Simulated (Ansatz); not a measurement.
# Ge (P-1) in Ansatz: convergence with smearing width

Aim: find how far smearing width must go before the results for Ge settle, at r2SCAN. This setting moves, with any that are tied to it; all else stays.

Everything below comes from runs of Ansatz 0.2.0. Logs are shortened: lines on timing, memory, paths and dates and some standing lists are left out, and cuts for length are marked.

### 1 The cell of the first run

The typed cell holds 2 atoms: a = 3.914 Å, b = 3.914 Å, c = 3.914 Å, α = 100.77°, β = 94.74°, γ = 136.93°.

This isn't the form of Ge at room conditions, which is diamond.

The cell isn't the ideal one: atoms moved at random, drawn with an rms of 0.05 Å.

### 2 With smearing width 0.3 eV

Input file input.yaml:

```yaml
crystal:
  lattice:
    - [-2.495898, 2.650863, 1.436947]
    - [2.495898, -2.650863, 1.436947]
    - [2.495898, 2.650863, -1.436947]
  atoms:
    - { symbol: Ge, position: [0.298396, 0.037242, 0.239335] }
    - { symbol: Ge, position: [0.694525, 0.947546, 0.753839] }
hamiltonian:
  xc: r2scan
  pseudopotentials: { kind: nc, source: spms }
kpoints:
  mp_grid: { grid: [8, 8, 5] }
scf:
  occupations: { method: cold, width: 0.3 }
output:
  forces: true
  stress: true
  eigenvalues: true
```

Potentials or basis: SPMS NC.

The run is started by

```
$ ansatz run input.yaml --threads 2 --pin off --max-ram 5632MiB --backend cpu --events-out ev --progress --plain --runs-dir out
```

Run time: 9.5 s. Hardware: 2 threads of Arm Neoverse V2, shared host; peak memory 0.53 GiB.

What came out:

```
Free energy            : -4418.7581 eV
Pressure               : -2.0 GPa
Largest force          : 0.063 eV/Å
Band gap on the k mesh : none (metal or under the smearing width)
```

### 3 With smearing width 0.2 eV

input.yaml, as its differences from that of step 2:

```diff
@@ -14,3 +14,3 @@
 scf:
-  occupations: { method: cold, width: 0.3 }
+  occupations: { method: cold, width: 0.2 }
 output:
```

Potentials or basis: SPMS NC.

The run is started by

```
$ ansatz run input.yaml --threads 2 --pin off --max-ram 5632MiB --backend cpu --events-out ev --progress --plain --runs-dir out
```

It took 9.5 s on 2 threads of Arm Neoverse V2, shared host; peak memory 0.53 GiB.

Results:

| Quantity | Value |
| --- | --- |
| Free energy | -4418.7588 eV |
| Pressure | -2.0 GPa |
| Largest force | 0.050 eV/Å |
| Band gap on the k mesh | none (metal or under the smearing width) |

### 4 With smearing width 0.15 eV

input.yaml, as its differences from that of step 3:

```diff
@@ -14,3 +14,3 @@
 scf:
-  occupations: { method: cold, width: 0.2 }
+  occupations: { method: cold, width: 0.15 }
 output:
```

The run is started by

```
$ ansatz run input.yaml --threads 2 --pin off --max-ram 5632MiB --backend cpu --events-out ev --progress --plain --runs-dir out
```

Wall time 9.5 s (2 threads of Arm Neoverse V2, shared host); peak memory 0.53 GiB.

What came out:

```yaml
Free_energy: -4418.7591 eV
Pressure: -2.0 GPa
Largest_force: 0.041 eV/Å
Band_gap_on_the_k_mesh: none (metal or under the smearing width)
```

### 5 With smearing width 0.1 eV

input.yaml, as its differences from that of step 4:

```diff
@@ -14,3 +14,3 @@
 scf:
-  occupations: { method: cold, width: 0.15 }
+  occupations: { method: cold, width: 0.1 }
 output:
```

The run is started by

```
$ ansatz run input.yaml --threads 2 --pin off --max-ram 5632MiB --backend cpu --events-out ev --progress --plain --runs-dir out
```

Wall time 9.5 s (2 threads of Arm Neoverse V2, shared host); peak memory 0.53 GiB.

Results:

```yaml
Free_energy: -4418.7591 eV
Pressure: -1.9 GPa
Largest_force: 0.032 eV/Å
Band_gap_on_the_k_mesh: none (metal or under the smearing width)
```

### 6 With smearing width 0.05 eV

input.yaml, as its differences from that of step 5:

```diff
@@ -14,3 +14,3 @@
 scf:
-  occupations: { method: cold, width: 0.1 }
+  occupations: { method: cold, width: 0.05 }
 output:
```

Potentials or basis: SPMS NC.

The run is started by

```
$ ansatz run input.yaml --threads 2 --pin off --max-ram 5632MiB --backend cpu --events-out ev --progress --plain --runs-dir out
```

It took 11 s on 2 threads of Arm Neoverse V2, shared host; peak memory 0.53 GiB.

The run converged. Its results:

* Free energy: -4418.7593 eV
* Pressure: -2.0 GPa
* Largest force: 0.029 eV/Å
* Band gap on the k mesh: none (metal or under the smearing width)

### 7 With smearing width 0.025 eV

input.yaml, as its differences from that of step 6:

```diff
@@ -14,3 +14,3 @@
 scf:
-  occupations: { method: cold, width: 0.05 }
+  occupations: { method: cold, width: 0.025 }
 output:
```

The run is started by

```
$ ansatz run input.yaml --threads 2 --pin off --max-ram 5632MiB --backend cpu --events-out ev --progress --plain --runs-dir out
```

Wall time 11 s (2 threads of Arm Neoverse V2, shared host); peak memory 0.52 GiB.

The run converged. Its results:

* Free energy: -4418.7594 eV
* Pressure: -2.0 GPa
* Largest force: 0.033 eV/Å
* Band gap on the k mesh: none (metal or under the smearing width)

### 8 With smearing width 0.01 eV

input.yaml, as its differences from that of step 7:

```diff
@@ -14,3 +14,3 @@
 scf:
-  occupations: { method: cold, width: 0.025 }
+  occupations: { method: cold, width: 0.01 }
 output:
```

The run is started by

```
$ ansatz run input.yaml --threads 2 --pin off --max-ram 5632MiB --backend cpu --events-out ev --progress --plain --runs-dir out
```

Wall time 11 s (2 threads of Arm Neoverse V2, shared host); peak memory 0.53 GiB.

Results (log left out):

* Free energy: -4418.7595 eV
* Pressure: -1.9 GPa
* Largest force: 0.036 eV/Å
* Band gap on the k mesh: 0.07 eV

### 9 With smearing width 0.005 eV

input.yaml, as its differences from that of step 8:

```diff
@@ -14,3 +14,3 @@
 scf:
-  occupations: { method: cold, width: 0.01 }
+  occupations: { method: cold, width: 0.005 }
 output:
```

Potentials or basis: SPMS NC.

The run is started by

```
$ ansatz run input.yaml --threads 2 --pin off --max-ram 5632MiB --backend cpu --events-out ev --progress --plain --runs-dir out
```

The log of the run:

```text
Warning: hamiltonian.xc reads the kinetic-energy density τ on the library's norm-conserving files, and those of Ge were made for PBE. This build holds files of Ge that were made for r²SCAN, which a deck under this functional can read where it names no table (hamiltonian.pseudopotentials.accuracy or source), types no xc_functional and has no exact exchange, max_exx_coeff or level of output.embedding that keeps them out. To compare such runs, type hamiltonian.pseudopotentials: {kind: paw, frozen_core: stored} on both or, where PAW refuses one, {kind: nc, accuracy: standard}
Warning: RAYON_NUM_THREADS=2 ignored (pool sized by the plan → 2); use --threads N
Engine: ansatz 0.2.0, aarch64-unknown-linux-gnu
Pseudopotentials: kind: nc
Pseudopotential: Ge, nc, valence charge 14, recommended cutoff 680.2846561497 eV (normal), Ge.nc.azcp
Functional definition: r2SCAN
  parameter k0 = 0.174
  parameter k1 = 0.065
  parameter a1 = 4.9479
  exchange = r2scan_x(k0 = k0, k1 = k1, a1 = a1)
  correlation = r2scan_c
Crystal: 2 atoms, lattice volume = 38.029 Å³
Basis set: ecut = 680.2846561497 eV, 1531 PW (Γ), exchange–correlation on 144×144×144 points (64 copies of the dense FFT grid, shifted against one another)
Bands: 18, of which v1, the nominal top of the filled ones, is band 14 counted from 1 (13 counted from 0)
Symmetry: 2 space group operations
Space group: P-1 (ITA 2), of the structure as read, at distance tolerance 3.4e-5 Å
k-points: 162 of 320
Non-local potential: Ge, projectors of the file, l = 0: 2, l = 1: 2, l = 2: 2
Initial density: superposition of atomic densities (chi_scale 0.1, normalization cell)
Initial wavefunctions: pseudopotential atomic-orbital guess
Functional: x = r2scan, c = r2scan; τ floored in thin density (d = 2e-4 eV/Å³)
iter 1 solved again at ethr=2.22e-4 eV; its pass at ethr=3.10e-3 eV (dr2=6.23e-2 eV) is discarded
SCF iter   1: F=—  HF=-4418.681061 eV  |F-HF|=—  |Δ(HF+E_count)|=         —  Δρ=1.55e-2  dr2=6.24e-2  dr2_τ=1.07e-2  ethr=2.22e-4  ⟨swp⟩=1.2  Hψ=18670  notcnv=0
preconditioner: auto → none  [insulator: Δε(μ)=0.043 eV  Ē_g=23.630 eV  σ=0.005 eV  W_gap=1.00  n_scr=16 (ndim 8)  ℏωp=31.9 eV  f_vac=0.000  D(μ)=-0.00/eV (n_scr^D=0)  ε∞_Penn≈2.8]
SCF iter   2: F=—  HF=-4418.747788 eV  |F-HF|=—  |Δ(HF+E_count)|=   6.67e-2  S|Δr|=   1.38e-9  Δρ=8.37e-3  dr2=1.76e-2  dr2_τ=3.79e-3  ethr=2.22e-4  ⟨swp⟩=2.1  Hψ=4230  notcnv=0
SCF iter   3: F=—  HF=-4418.760085 eV  |F-HF|=—  |Δ(HF+E_count)|=   1.23e-2  S|Δr|=    0.00e0  Δρ=2.01e-3  dr2=1.98e-3  dr2_τ=1.12e-3  ethr=6.30e-5  ⟨swp⟩=2.5  Hψ=4772  notcnv=0
SCF iter   4: F=—  HF=-4418.759531 eV  |F-HF|=—  |Δ(HF+E_count)|=   5.55e-4  S|Δr|=    0.00e0  Δρ=4.95e-4  dr2=1.29e-4  dr2_τ=9.95e-5  ethr=7.09e-6  ⟨swp⟩=2.8  Hψ=6083  notcnv=0
SCF iter   5: F=—  HF=-4418.759491 eV  |F-HF|=—  |Δ(HF+E_count)|=   3.95e-5  S|Δr|=    0.00e0  Δρ=9.66e-5  dr2=2.01e-6  dr2_τ=1.41e-6  ethr=4.59e-7  ⟨swp⟩=2.0  Hψ=5433  notcnv=0
SCF iter   6: F=—  HF=-4418.759496 eV  |F-HF|=—  |Δ(HF+E_count)|=   5.10e-6  S|Δr|=    0.00e0  Δρ=1.54e-5  dr2=5.94e-8  dr2_τ=8.22e-8  ethr=3.57e-10  ⟨swp⟩=5.9  Hψ=18256  notcnv=0
SCF iter   7: F=-4418.759496 eV  HF=-4418.759496 eV  |F-HF|=5.68e-10  |Δ(HF+E_count)|=   4.53e-8  S|Δr|=    0.00e0  Δρ=4.49e-6  dr2=4.44e-9  dr2_τ=5.87e-9  ethr=2.12e-10  ⟨swp⟩=2.7  Hψ=11534  notcnv=0
SCF 1 converged in 7 iterations: F = -4418.759496 eV  dr2 = 4.44e-9
SCF converged after 7 iterations
Stability not checked: this state was not tested for a lower state beside it, because cold or Methfessel-Paxton smearing, or corrected tetrahedra, fill the levels in a way that the test cannot read (fill_not_monotonic; see scf.lower_state_search)
Free energy (F): -4418.759496 eV
Harris-Foulkes:  -4418.759496 eV  (|F-HF|=5.68e-10)
Internal energy: -4418.759496 eV  (E = F + TS)
E sigma→0 (E₀):  -4418.759496 eV
Fermi energy:    12.872104 eV
Step filling:    the computed levels leave a gap of 0.0650 eV = 13.0 smearing widths at the electron count; against every level under it full and every level over it empty, smearing changes F+E_penalty+E_count by +8.16e-24 meV and its σ→0 estimate by -5.07e-21 meV
--- Per-component energies (eV) ---
  E_band       = -173.841206
  E_kinetic    = 2716.424972
  E_local      = -2703.674145  (includes V_loc(G=0)·N_el)
  E_nonlocal   = -1328.257173
  E_hartree    = 930.873103
  E_xc         = -1011.460701
  E_vxc        = -797.600680  (∫ρ·V_xc dr)
  E_vtau       = 77.519110  (kinetic-family band-sum trace: ∫τ·v_τ [+ j·A + Jᵃ·Aᵃ] dr)
  E_ewald      = -3022.665551
  E_smearing   = 0.000000  (= −TS)
  E_closure    = -0.000000  (closes the sum)
  Σ components = -4418.759496   (vs F -4418.759496, Δ=0.00e0)
--- Forces (eV/Å), atoms counted from 1 ---
  atom   1  Ge     0.03250022    -0.00621015    -0.01434563
  atom   2  Ge    -0.03250022     0.00621015     0.01434563
  max |Σ_I F_I| component: 0.00e0 eV/Å
--- Stress (GPa, compression-positive) ---
       -2.032767      -0.451267      -0.396259
       -0.451267      -2.455294      -0.471194
       -0.396259      -0.471194      -1.345198
  P = ⅓ Tr σ = -1.9444 GPa (-19.444 kbar)
--- Band table (eV; the first three rows and the last of 162) ---
  k-point 0: bands = ["-11.7616", "-11.6758", "-11.6695", "-11.6641", "-11.6300", "-11.5917", "-11.5092", "-11.5067", "-11.4836", "-11.3996", "-0.9320", "8.6113", "10.4239", "10.8714", "17.0451", "20.2838", "20.3551", "21.1483"]
  k-point 1: bands = ["-11.7346", "-11.6828", "-11.6670", "-11.6493", "-11.6137", "-11.5807", "-11.5181", "-11.5146", "-11.4982", "-11.4302", "-0.4716", "6.1313", "11.1628", "12.2994", "17.7846", "19.1359", "19.4888", "20.3541"]
  k-point 2: bands = ["-11.6892", "-11.6824", "-11.6541", "-11.6004", "-11.5938", "-11.5582", "-11.5476", "-11.5357", "-11.5287", "-11.4948", "0.8959", "3.1837", "12.5771", "14.1365", "14.9317", "16.6008", "19.8768", "20.2277"]
  k-point 161: bands = ["-11.7309", "-11.6548", "-11.6300", "-11.6049", "-11.5757", "-11.5647", "-11.5522", "-11.5418", "-11.5163", "-11.5113", "2.9282", "3.7615", "7.3484", "7.7763", "17.5081", "20.6534", "23.2912", "23.9004"]
```

Wall time 11 s (2 threads of Arm Neoverse V2, shared host); peak memory 0.53 GiB.

Results:

| Property | Result |
| --- | --- |
| Free energy | -4418.7595 eV |
| Pressure | -1.9 GPa |
| Largest force | 0.036 eV/Å |
| Band gap on the k mesh | 0.07 eV |

### 10 The series at a glance

| smearing width | energy less the tightest run, at zero smearing (meV/atom) | pressure (GPa) | largest force (eV/Å) | gap on the mesh (eV) | SCF cycles | CPU time (s) | peak memory (GiB) |
| --- | --- | --- | --- | --- | --- | --- | --- |
| 0.3 eV | 0.34 | -2.04 | 0.063 | 0.000 | 7 | 19 | 0.53 |
| 0.2 eV | 0.12 | -2.00 | 0.050 | 0.000 | 7 | 19 | 0.53 |
| 0.15 eV | 0.15 | -1.97 | 0.041 | 0.000 | 7 | 19 | 0.53 |
| 0.1 eV | 0.15 | -1.94 | 0.032 | 0.000 | 7 | 19 | 0.53 |
| 0.05 eV | 0.06 | -1.96 | 0.029 | 0.000 | 7 | 21 | 0.53 |
| 0.025 eV | 0.01 | -1.95 | 0.033 | 0.000 | 7 | 22 | 0.52 |
| 0.01 eV | 0.00 | -1.94 | 0.036 | 0.065 | 7 | 22 | 0.53 |
| 0.005 eV | 0.00 | -1.94 | 0.036 | 0.065 | 7 | 22 | 0.53 |

Against the tightest run, the energy stays within 1 meV/atom from 0.3 eV on; the pressure stays within 0.1 GPa from 0.3 eV on; the largest force stays within 0.005 eV/Å from 0.025 eV on; the gap on the mesh stays within 0.01 eV from 0.01 eV on. The tightest run that finished is the yardstick and may itself not be fully converged.

Caveats: the meta-GGA runs on potentials made for a GGA; odd divisions of the mesh miss points on the zone boundary, where band edges often lie, so the gap on the mesh can be too wide; the potentials were made for another functional, which shifts forces and pressure.
